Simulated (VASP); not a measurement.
A run of VASP 6.6.1 is set up as follows.

POSCAR

```
C                                       
1.0
    2.4656797296      0.0000000000      0.0000000000
   -1.2328398648      2.1353412860      0.0000000000
    0.0000000000      0.0000000000     21.4289500000
  C             
     4
Direct
     0.0000000000000000    0.0000000000000000    0.4207967696831503
     0.6666666699999979    0.3333333300000021    0.4207717616953062
     0.0000000000000000    0.0000000000000000    0.5792020825345219
     0.3333333300000021    0.6666666699999979    0.5792293860870217
```

File INCAR.step1:

```
SYSTEM = C
  ALGO = Normal
  DIPOL = 0.5 0.5 0.500
  EDIFF = 1E-5
  ENCUT = 520
  GGA = PE
  IDIPOL = 3
  ISIF = 2
  ISMEAR = 0
  KPAR = 4
  LASPH = .True.
  LCHARG = .False.
  LDIPOL = .True.
  LREAL = .False.
  LVACPOTAV = .True.
  LVHAR = .True.
  LWAVE = .True.
  NBANDS = 16
  NELM = 80
  PREC = Accurate
  SIGMA = 0.03
```

INCAR.step2

```
SYSTEM = C
  ALGO = Normal
  DIPOL = 0.5 0.5 0.500
  EDIFF = 1E-6
  ENCUT = 520
  GGA = PE
  HFSCREEN = 0.2
  IDIPOL = 3
  ISIF = 2
  ISMEAR = 0
  ISTART = 1
  KPAR = 4
  LASPH = .True.
  LCHARG = .False.
  LDIPOL = .True.
  LHFCALC = .True.
  LREAL = .False.
  LVACPOTAV = .True.
  LVHAR = .True.
  LWAVE = .False.
  NBANDS = 16
  NELM = 80
  PREC = Accurate
  PRECFOCK = Fast
  SIGMA = 0.03
```

The input KPOINTS:

```
k-points
0
Gamma
  9 9 1
  0 0 0
```

File KPOINTS_OPT:

```
explicit points
3
Reciprocal
 0.0000000000  0.0000000000  0.0000000000 1
 0.5000000000  0.0000000000  0.0000000000 1
 0.3333333300  0.3333333300  0.0000000000 1
```

Potentials or basis: VASP PAW PBE potentials, release 64 (C).

Launch:

```console
$ cat potpaw_PBE.64/C/POTCAR > POTCAR
$ cp INCAR.step1 INCAR
$ mpirun -np 4 vasp_std > vasp.out
$ cp INCAR.step2 INCAR
$ mpirun -np 4 vasp_std > vasp.out
```

Question: Estimate the band gap on the k mesh.

Answer: 0.09 eV, direct.

Question: What does it give for the ionisation potential of the upper face?

Answer: 4.39 eV.

Question: What does it give for the largest force?

Answer: 0.043 eV/Å.

Forces in eV/Å, atoms in the order of the input:
```
C    0.000  0.000 -0.025
C    0.000  0.000 -0.043
C    0.000  0.000  0.025
C    0.000  0.000  0.043
```

Caveat: the PAW data sets were made with another functional, which shifts forces and pressure a little.
